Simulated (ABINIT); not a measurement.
# MoS2 (R3m) in ABINIT: notebook, part 2 of 2

ABINIT 10.8.3 (patched build). The steps go on from the part before.

## (4) Single point, LDA

The input, run.abi:

```
# Pseudopotentials
pp_dirpath "./"
pseudos "Mo.upf, S.upf"

# Structure
acell 6.4149071181 6.4149071181 6.414907118 Angstrom
rprim
     0.2463013058     0.1422021252     0.9587044499
    -0.2463013058     0.1422021252     0.9587044499
     0.0000000000    -0.2844042504     0.9587044499
ntypat 2
znucl 42 16
natom 3
typat 1 2 2
xred
     0.0000000000     0.0000000000     0.0000000000
     0.4170000000     0.4170000000     0.4170000000
     0.2500000000     0.2500000000     0.2500000000

# Plane-wave basis
ecut 35.0

# k points
kptopt 1
ngkpt 8 8 8
nshiftk 1
shiftk 0.0 0.0 0.0

# Exchange and correlation
ixc 7

# Bands and occupations
nband 17
occopt 3
tsmear 0.05 eV

# SCF cycle
nstep 100
tolvrs 1.0e-10

# Output
iomode 3
prtwf 0
prtden 0
prteig 0
prtebands 0
enunit 1
```

Potentials or basis: PseudoDojo NC SR LDA v0.4.1 standard.

On the command line:

```console
$ abinit run.abi > log 2>&1
```

run.abo:

```text
.Version 10.8.3 of ABINIT
 Symmetries : space group R3 m (#160); Bravais hR (rhombohedral)
================================================================================
 Values of the parameters that define the memory need of the present run
     intxc =       0    ionmov =       0      iscf =       7    lmnmax =       6
     lnmax =       6     mgfft =      72  mpssoang =       3    mqgrid =    3001
     natom =       3  nloc_mem =       1    nspden =       1   nspinor =       1
    nsppol =       1      nsym =       6    n1xccc =    2501    ntypat =       2
    occopt =       3   xclevel =       1
       mpw =        3568          nfft =      373248          nkpt =          65
================================================================================
================================================================================

--------------------------------------------------------------------------------
------------- Echo of variables that govern the present computation ------------
--------------------------------------------------------------------------------
 -outvars: echo values of preprocessed input variables --------
            acell      1.2122417576E+01  1.2122417576E+01  1.2122417576E+01 Bohr
              amu      9.59400000E+01  3.20660000E+01
             ecut      3.50000000E+01 Hartree
           enunit           1
                       outvar_i_n : Printing only first  50 k-points.
              ixc           7
                       outvar_i_n : Printing only first  50 k-points.
         kptrlatt        8    0    0      0    8    0      0    0    8
          kptrlen      4.77722765E+01
            natom           3
            nband          17
            ngfft          72      72      72
             nkpt          65
            nstep         100
             nsym           6
           ntypat           2
                       prtocc : prtvol=0, do not print more k-points.
           occopt           3
           prtden           0
        prtebands           0
           prteig           0
            prtwf           0
            rprim      2.4630130580E-01  1.4220212520E-01  9.5870444990E-01
                      -2.4630130580E-01  1.4220212520E-01  9.5870444990E-01
                       0.0000000000E+00 -2.8440425040E-01  9.5870444990E-01
          spgroup         160
           tolvrs      1.00000000E-10
           tsmear      1.83746611E-03 Hartree
            typat      1  2  2
                       outvars : Printing only first  50 k-points.
           xangst      0.0000000000E+00  0.0000000000E+00  0.0000000000E+00
                       4.7842516902E-17  1.1859794830E-11  7.6936499997E+00
                       0.0000000000E+00  7.1100996618E-12  4.6124999998E+00
            xcart      0.0000000000E+00  0.0000000000E+00  0.0000000000E+00
                       9.0409254119E-17  2.2411764139E-11  1.4538891408E+01
                       0.0000000000E+00  1.3436141089E-11  8.7163617554E+00
             xred      0.0000000000E+00  0.0000000000E+00  0.0000000000E+00
                       4.1700000000E-01  4.1700000000E-01  4.1700000000E-01
                       2.5000000000E-01  2.5000000000E-01  2.5000000000E-01
            znucl       42.00000   16.00000

================================================================================

 chkinp: Checking input parameters for consistency.

================================================================================
== DATASET  1 ==================================================================

--- !DatasetInfo
iteration_state: {dtset: 1, }
dimensions: {natom: 3, nkpt: 65, mband: 17, nsppol: 1, nspinor: 1, nspden: 1, mpw: 3568, }
cutoff_energies: {ecut:  35.0, pawecutdg:  -1.0, }
[... 79 lines left out ...]
cartesian_stress_tensor: # hartree/bohr^3
- [  1.17015619E-04,   0.00000000E+00,   0.00000000E+00, ]
- [  0.00000000E+00,   1.17015620E-04,  -2.46146669E-13, ]
- [  0.00000000E+00,  -2.46146669E-13,   3.21815210E-05, ]
pressure_GPa:  -2.6107E+00
xred      :
- [  0.0000E+00,   0.0000E+00,   0.0000E+00, Mo]
- [  4.1700E-01,   4.1700E-01,   4.1700E-01,  S]
- [  2.5000E-01,   2.5000E-01,   2.5000E-01,  S]
cartesian_forces: # hartree/bohr
- [ -2.82909609E-19,  -5.70446233E-14,   1.62833508E-03, ]
- [ -8.09107179E-20,  -5.58487972E-15,   1.59414037E-04, ]
- [  3.63820327E-19,   6.26295031E-14,  -1.78774911E-03, ]
force_length_stats: {min:   1.59414037E-04, max:   1.78774911E-03, mean:   1.19183274E-03, }
...

 Integrated electronic density in atomic spheres:
 ------------------------------------------------
 Atom  Sphere_radius  Integrated_density
    1        2.00000         10.53580840
    2        2.00000          3.93558883
    3        2.00000          3.94437039
================================================================================

 ----iterations are completed or convergence reached----

 Mean square residual over all n,k,spin=   10.783E-11; max=  88.013E-09
 reduced coordinates (array xred) for    3 atoms
       0.000000000000      0.000000000000      0.000000000000
       0.417000000000      0.417000000000      0.417000000000
       0.250000000000      0.250000000000      0.250000000000
 rms dE/dt=  1.6261E-02; max dE/dt=  2.0777E-02; dE/dt below (all hartree)
    1      -0.018924210458     -0.018924210458     -0.018924210458
    2      -0.001852680910     -0.001852680910     -0.001852680910
    3       0.020776890307      0.020776890307      0.020776890307

 cartesian coordinates (angstrom) at end:
    1      0.00000000000000     0.00000000000000     0.00000000000000
    2      0.00000000000000     0.00000000001186     7.69364999973191
    3      0.00000000000000     0.00000000000711     4.61249999983927

 cartesian forces (hartree/bohr) at end:
    1     -0.00000000000000    -0.00000000000006     0.00162833507559
    2     -0.00000000000000    -0.00000000000001     0.00015941403725
    3      0.00000000000000     0.00000000000006    -0.00178774911284
 frms,max,avg= 8.0780463E-04 1.7877491E-03   0.000E+00  0.000E+00  3.044E-11 h/b

 cartesian forces (eV/Angstrom) at end:
    1     -0.00000000000000    -0.00000000000293     0.08373235618799
    2     -0.00000000000000    -0.00000000000029     0.00819739938553
    3      0.00000000000000     0.00000000000322    -0.09192975557352
 frms,max,avg= 4.1538984E-02 9.1929756E-02   0.000E+00  0.000E+00  1.565E-09 e/A
 length scales= 12.122417576345 12.122417576345 12.122417576156 bohr
              =  6.414907118100  6.414907118100  6.414907118000 angstroms
 Fermi (or HOMO) energy (eV) =   8.85710   Average Vxc (eV)= -11.28048
 Eigenvalues (   eV  ) for nkpt=  65  k points:
 kpt#   1, nband= 17, wtk=  0.00195, kpt=  0.0000  0.0000  0.0000 (reduced coord)
 -53.00687  -27.23618  -26.99203  -26.99203   -6.65251   -4.90493    1.38255    4.94486
   4.94486    6.08732    6.08732    7.17899    7.23265   10.44540   10.44540   10.88011
  10.88011
 prteigrs : prtvol=0 or 1, do not print more k-points.

--- !EnergyTerms
iteration_state     : {dtset: 1, }
comment             : Components of total free energy in Hartree
kinetic             :  3.00358949491684E+01
hartree             :  2.75209764723246E+01
xc                  : -1.66426331414560E+01
Ewald energy        : -5.94751984602190E+01
psp_core            :  2.40264285730505E+00
local_psp           : -8.81074628699261E+01
non_local_psp       :  1.16708590565985E+01
internal            : -9.25949211362046E+01
'-kT*entropy'       : -6.65257514065041E-08
total_energy        : -9.25949212027304E+01
total_energy_eV     : -2.51963616526367E+03
band_energy         : -8.17309192133786E+00
...

 Cartesian components of stress tensor (hartree/bohr^3)
  sigma(1 1)=  1.17015619E-04  sigma(3 2)= -2.46146669E-13
  sigma(2 2)=  1.17015620E-04  sigma(3 1)=  0.00000000E+00
  sigma(3 3)=  3.21815210E-05  sigma(2 1)=  0.00000000E+00

-Cartesian components of stress tensor (GPa)         [Pressure= -2.6107E+00 GPa]
- sigma(1 1)=  3.44271837E+00  sigma(3 2)= -7.24188501E-09
- sigma(2 2)=  3.44271839E+00  sigma(3 1)=  0.00000000E+00
- sigma(3 3)=  9.46813037E-01  sigma(2 1)=  0.00000000E+00

== END DATASET(S) ==============================================================
================================================================================

 -outvars: echo values of variables after computation  --------
            acell      1.2122417576E+01  1.2122417576E+01  1.2122417576E+01 Bohr
           etotal     -9.2594921203E+01
            fcart     -2.8290960900E-19 -5.7044623346E-14  1.6283350756E-03
                      -8.0910717883E-20 -5.5848797179E-15  1.5941403725E-04
                       3.6382032688E-19  6.2629503064E-14 -1.7877491128E-03
            rprim      2.4630130580E-01  1.4220212520E-01  9.5870444990E-01
                      -2.4630130580E-01  1.4220212520E-01  9.5870444990E-01
                       0.0000000000E+00 -2.8440425040E-01  9.5870444990E-01
           strten      1.1701561913E-04  1.1701561979E-04  3.2181521030E-05
                      -2.4614666859E-13  0.0000000000E+00  0.0000000000E+00
           xangst      0.0000000000E+00  0.0000000000E+00  0.0000000000E+00
                       4.7842516902E-17  1.1859794830E-11  7.6936499997E+00
                       0.0000000000E+00  7.1100996618E-12  4.6124999998E+00
             xred      0.0000000000E+00  0.0000000000E+00  0.0000000000E+00
                       4.1700000000E-01  4.1700000000E-01  4.1700000000E-01
                       2.5000000000E-01  2.5000000000E-01  2.5000000000E-01
 Calculation completed.
```

Wall time 14 min (1 thread of Arm Neoverse N1, shared host); peak memory 0.2 GiB.

What came out:

* Free energy: -2519.6362 eV
* Pressure: -2.6 GPa
* Largest force: 0.092 eV/Å
* Band gap on the k mesh: 0.96 eV, indirect (least direct gap 2.02 eV)
* Valence electrons inside the program's atomic spheres: Mo 10.54; S 3.94

Forces on the atoms (eV/Å):
```
Mo   0.000  0.000  0.084
S    0.000  0.000  0.008
S    0.000  0.000 -0.092
```

Stress tensor (GPa, compression positive):
```
-3.44  0.00  0.00
 0.00 -3.44  0.00
 0.00  0.00 -0.95
```

Levels at points of the mesh, in eV from the valence-band top:
| k point | band 10 | band 11 | band 12 | band 13 | band 14 | band 15 | band 16 | band 17 |
| --- | --- | --- | --- | --- | --- | --- | --- | --- |
| (0.00, 0.00, 0.00) | -2.36 | -2.36 | -1.27 | -1.21 | 2.00 | 2.00 | 2.43 | 2.43 |
| (0.50, 0.00, 0.00) | -4.09 | -2.35 | -1.67 | -1.53 | 1.54 | 1.96 | 3.40 | 3.46 |
| (0.50, 0.50, 0.00) | -4.02 | -2.93 | -1.85 | -1.35 | 1.50 | 2.09 | 2.92 | 3.90 |
| (0.50, 0.50, 0.50) | -3.52 | -2.33 | -2.33 | 0.00 | 2.10 | 2.10 | 2.30 | 2.30 |

## (5) Single point, LDA

The input, run.abi:

```
pp_dirpath "./"
pseudos "Mo.upf, S.upf"

acell 3*1.0 Angstrom
rprim
     1.5800000000     0.9122134253     6.1500000000
    -1.5800000000     0.9122134253     6.1500000000
     0.0000000000    -1.8244268506     6.1500000000
ntypat 2
znucl 42 16
natom 3
typat 1 2 2
xcart
     0.0000000000     0.0000000000     0.0000000000
     0.0000000000     0.0000000000    14.5388913987
     0.0000000000     0.0000000000     8.7163617498

ecut 40.0

kptopt 1
ngkpt 8 8 8
nshiftk 1
shiftk 0.0 0.0 0.0

ixc 7

nband 17
occopt 3
tsmear 0.00183747

nstep 100
tolvrs 1.0e-10

iomode 3
prtwf 0
prtden 0
prteig 0
prtebands 0
enunit 2
```

On the command line:

```console
$ abinit run.abi > log 2>&1
```

Run time: 6 min. Hardware: 1 thread of Intel Xeon 6975P-C (Granite Rapids), shared host; peak memory 0.22 GiB.

Results (log left out):

```
Free energy                                           : -2519.6429 eV
Pressure                                              : -2.3 GPa
Largest force                                         : 0.092 eV/Å
Band gap on the k mesh                                : 0.96 eV, indirect (least direct gap 2.02 eV)
Valence electrons inside the program's atomic spheres : Mo 10.54; S 3.94
```

Forces in eV/Å, atoms in the order of the input:
```
Mo   0.000  0.000  0.084
S    0.000  0.000  0.008
S    0.000  0.000 -0.092
```

Stress tensor (GPa, compression positive):
```
-3.18  0.00  0.00
 0.00 -3.18  0.00
 0.00  0.00 -0.68
```

Levels at points of the mesh, in eV from the valence-band top:
```csv
k point,band 10,band 11,band 12,band 13,band 14,band 15,band 16,band 17
"(0.00, 0.00, 0.00)",-2.36,-2.36,-1.27,-1.21,2.00,2.00,2.43,2.43
"(0.50, 0.00, 0.00)",-4.09,-2.35,-1.67,-1.53,1.54,1.96,3.40,3.46
"(0.50, 0.50, 0.00)",-4.02,-2.93,-1.85,-1.35,1.50,2.09,2.92,3.90
"(0.50, 0.50, 0.50)",-3.52,-2.33,-2.33,0.00,2.10,2.10,2.30,2.30
```

## (6) Single point, PBE

The input, run.abi:

```
# Pseudopotentials
pp_dirpath "./"
pseudos "Mo.upf, S.upf"

# Structure
acell 12.122417568 12.122417568 12.122417568
rprim
     0.2463013058     0.1422021252     0.9587044499
    -0.2463013058     0.1422021252     0.9587044499
     0.0000000000    -0.2844042504     0.9587044499
ntypat 2
znucl 42 16
natom 3
typat 1 2 2
xred
     0.0000000000     0.0000000000     0.0000000000
     0.4170000000     0.4170000000     0.4170000000
     0.2500000000     0.2500000000     0.2500000000

# Plane-wave basis
ecut 36.0

# k points
kptopt 1
ngkpt 8 8 8
nshiftk 1
shiftk 0.0 0.0 0.0

# Exchange and correlation
ixc 11

# Bands and occupations
nband 17
occopt 3
tsmear 0.05 eV

# SCF cycle
nstep 100
tolvrs 1.0e-10

# Output
iomode 3
prtwf 0
prtden 0
prteig 0
prtebands 0
```

Potentials or basis: PseudoDojo NC SR PBE v0.5 standard.

On the command line:

```console
$ mpirun --bind-to none -np 4 abinit run.abi > log 2>&1
```

Wall time 92 s (4 MPI ranks of Intel Xeon 6975P-C (Granite Rapids), shared host); peak memory 0.76 GiB.

Results (log left out):

```
Free energy                                           : -2513.8202 eV
Pressure                                              : 5.3 GPa
Largest force                                         : 0.532 eV/Å
Band gap on the k mesh                                : 1.03 eV, indirect (least direct gap 2.02 eV)
Valence electrons inside the program's atomic spheres : Mo 10.53; S 3.95, 3.96
```

Forces in eV/Å, atoms in the order of the input:
```
Mo   0.000  0.000  0.087
S    0.000  0.000  0.445
S    0.000  0.000 -0.532
```

Stress tensor (GPa, compression positive):
```
4.46 0.00 0.00
0.00 4.46 0.00
0.00 0.00 6.87
```

Levels at points of the mesh, in eV from the valence-band top:
| k point | band 10 | band 11 | band 12 | band 13 | band 14 | band 15 | band 16 | band 17 |
| --- | --- | --- | --- | --- | --- | --- | --- | --- |
| (0.00, 0.00, 0.00) | -2.35 | -2.35 | -1.27 | -1.17 | 2.02 | 2.02 | 2.44 | 2.44 |
| (0.50, 0.00, 0.00) | -4.07 | -2.36 | -1.68 | -1.50 | 1.57 | 2.01 | 3.47 | 3.49 |
| (0.50, 0.50, 0.00) | -4.00 | -2.93 | -1.86 | -1.33 | 1.52 | 2.12 | 3.01 | 3.90 |
| (0.50, 0.50, 0.50) | -3.50 | -2.32 | -2.32 | 0.00 | 2.11 | 2.11 | 2.30 | 2.30 |

A k mesh can miss the band edges.

## (7) The runs side by side

```tsv
level	potentials or basis	cutoff (eV)	gap on the mesh (eV)	pressure (GPa)	largest force (eV/Å)
LDA	PseudoDojo NC SR LDA v0.4.1 standard	1088	0.96	-2.3	0.09
WC	PseudoDojo NC SR PBEsol v0.4 stringent	980	0.99	1.1	0.36
LDA	PseudoDojo NC SR LDA v0.4.1 standard	952	0.96	-2.6	0.09
PBE	PseudoDojo NC SR PBE v0.5 standard	980	1.03	5.3	0.53
```

Alike in all rows: task single point; no spin polarisation; cell as given; k mesh 8 × 8 × 8; smearing fermi-dirac 0.05 eV.

Caveats: the potentials were made for another functional, which shifts forces and pressure (some runs).

Absolute energies hang on the potentials; compare differences alone.
